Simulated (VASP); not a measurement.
```yaml
crystal:
  lattice:
    - [1.79302, -3.10560, 0.00000]
    - [1.79302, 3.10560, 0.00000]
    - [0.00000, 0.00000, 5.78340]
  atoms:
    - { symbol: In, position: [0.66667, 0.33333, 0.49985] }
    - { symbol: In, position: [0.33333, 0.66667, 0.99985] }
    - { symbol: N, position: [0.66667, 0.33333, 0.87915] }
    - { symbol: N, position: [0.33333, 0.66667, 0.37915] }
```

Level of theory: PBE GGA, VASP's PBE PAW potentials (set 64) (plane waves; VASP 6.6.1). Run with 520 eV cut-off, Gaussian smearing of 0.050 eV, potentials In_d N.

Unless said otherwise, spin-orbit coupling is left out, though it shifts the bands of the heavy elements here.

Problem. Estimate the band gap (along the path) with the smallest direct gap where there is one.

Solution. 
```json
{
  "band gap (along the path)": "none (metal, semimetal or under 0.01 eV)"
}
```

Only differences to runs with the same potentials and settings are physical.

The compound is InN in the wurtzite structure. It was relaxed first.
